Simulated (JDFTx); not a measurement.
The system is MgB2.

```
Mg B
1.0
     3.08500    0.00000    0.00000
    -1.54250    2.67169    0.00000
     0.00000    0.00000    3.52300
Mg B
1 2
Cartesian
  0.0000 0.0000 0.0000
  1.5425 0.8906 1.7615
  0.0000 1.7811 1.7615
```

* Program: JDFTx 1.7.0 (patched build)
* Task: relaxation of cell and atoms
* Functional: PBE
* Dispersion: D2
* Potentials or basis: PseudoDojo-SR-PBE-0.5-standard
* Cutoff: 1143 eV
* Density cutoff: 9143 eV
* k mesh: 10 × 10 × 8
* Occupations: fermi-dirac, width 0.05 eV
* Spin: no spin polarisation

At the start: pressure -4.6 GPa; volume 9.68 Å³/atom.

Problem. Where does the relaxation end?

Solution. Over 7 steps the energy falls by 4.6 meV/atom and the volume is 9.37 Å³/atom (-3.2 %); space group P6/mmm (No. 191, to 0.05 Å).

Step by step:
```csv
step,energy change (eV),largest force (eV/Å),pressure (GPa),volume (Å³)
1,0.0000,0.0000,-4.65,29.04
2,-0.0063,0.0000,-3.44,28.80
3,-0.0134,0.0000,-0.18,28.19
4,-0.0136,0.0000,-0.11,28.16
5,-0.0137,0.0000,-0.01,28.11
6,-0.0137,0.0000,0.00,28.11
7,-0.0137,0.0000,0.00,28.11
```

Final structure:
```
Mg B
1.0
     3.05262    0.00000    0.00000
    -1.52631    2.64365    0.00000
     0.00000    0.00000    3.48288
Mg B
1 2
Direct
  0.00000 0.00000 0.00000
  0.66667 0.33333 0.50000
  0.33333 0.66667 0.50000
```

Caveat: pairwise dispersion overbinds metals, which lowers pressure and volume.
